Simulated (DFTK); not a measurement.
**MoP in DFTK: convergence with tol**

The system is MoP.

```
CELL_PARAMETERS angstrom
3.22300 0.00000 0.00000
-1.61150 2.79120 0.00000
0.00000 0.00000 3.19100
ATOMIC_POSITIONS crystal
Mo 0.00000 0.00000 0.00000
P 0.33333 0.66667 0.50000
```

- Program: DFTK 0.8.2
- Task: convergence study
- Functional: LDA
- Potentials or basis: cp2k.nc.sr.lda.v0_1.semicore.gth (LDA, GTH)
- Cutoff: 1034 eV
- k mesh: 5 × 5 × 4
- Occupations: fermi-dirac, width 0.02 eV
- Spin: no spin polarisation

These are the settings of the first run; the series varies tol, with any setting tied to it.

Hardware: 1 thread of Intel(R) Xeon(R) Platinum 8259CL CPU @ 2.50GHz (Skylake/Cascade Lake), on a shared host.

```tsv
tol	energy less the tightest run, at zero smearing (meV/atom)	SCF cycles
0.1	14.32	4
0.01	0.78	5
0.001	0.00	7
0.0001	0.00	9
1e-05	0.00	11
1e-06	0.00	12
1e-08	0.00	15
```

Against the tightest run, the energy stays within 1 meV/atom from 0.01 on. The tightest run that finished is the yardstick and may itself not be fully converged.

Caveat, for the tightest run too: the k mesh is coarse (spacing up to 0.49 Å⁻¹), so the values aren't converged; the cutoff is short for these potentials, so energies and forces aren't converged, fitted volumes are rough and the log's stress (off by 3 to 10 GPa or more in trials) isn't used.
